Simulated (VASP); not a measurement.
Wanted: the native input for a VASP 6.6.1 run.

```yaml
Task: relaxation of cell and atoms
Functional: PBEsol
Potentials_or_basis: VASP PAW PBE potentials, release 64 (Mo_sv)
Cutoff: 600 eV
k_mesh: 18 × 18 × 18
Occupations: methfessel-paxton, width 0.1 eV
Spin: no spin polarisation
Further_INCAR_settings: ALGO = Normal; EDIFF = 1e-07; IBRION = 2; EDIFFG = -0.005; NSW = 40; ISIF = 3
```

The structure of Mo lies in POSCAR:

```
Mo
1.0
   -1.5650000000      1.5650000000      1.5650000000
    1.5650000000     -1.5650000000      1.5650000000
    1.5650000000      1.5650000000     -1.5650000000
Mo
1
Direct
    0.0000000000      0.0000000000      0.0000000000
```

The cell was built by a generator and needn't be a form met in nature.

The input as run:

INCAR

```
SYSTEM = Mo
  PREC = Accurate
  ENCUT = 600
  EDIFF = 1E-7
  ISMEAR = 1
  SIGMA = 0.1
  LREAL = .FALSE.
  LASPH = .TRUE.
  NELM = 120
  ALGO = Normal
  ISIF = 3
  LWAVE = .FALSE.
  LCHARG = .FALSE.
  GGA = PS
  IBRION = 2
  NSW = 40
  EDIFFG = -0.005
```

KPOINTS

```
Automatic mesh
0
G
  18 18 18
  0 0 0
```

Potentials or basis: VASP PAW PBE potentials, release 64 (Mo_sv).

Launch:

```sh
$ cat potpaw_PBE.64/Mo_sv/POTCAR > POTCAR
$ mpirun -np 1 vasp_std > vasp.out
```

Results of the run:

```yaml
Relaxed_volume: 15.34 Å³/atom
Relaxed_cell: a = 2.711 Å, b = 2.711 Å, c = 2.711 Å, α = 109.47°, β = 109.47°, γ = 109.47°
Space_group_after_relaxing_to_0.05_Å: Im-3m (No. 229)
Energy_gained_by_relaxing: 0.0 meV/atom
Ionic_steps: 3
Pressure_after_relaxing: 0.0 GPa
Band_gap_on_the_k_mesh: none (metal or under the smearing width)
```

Caveat: the PAW data sets were made with another functional, which shifts forces and pressure a little.

Run time: 28 s on 1 thread of Intel(R) Xeon(R) Platinum 8488C (Sapphire Rapids), with other jobs on the host, peak memory 0.17 GiB.
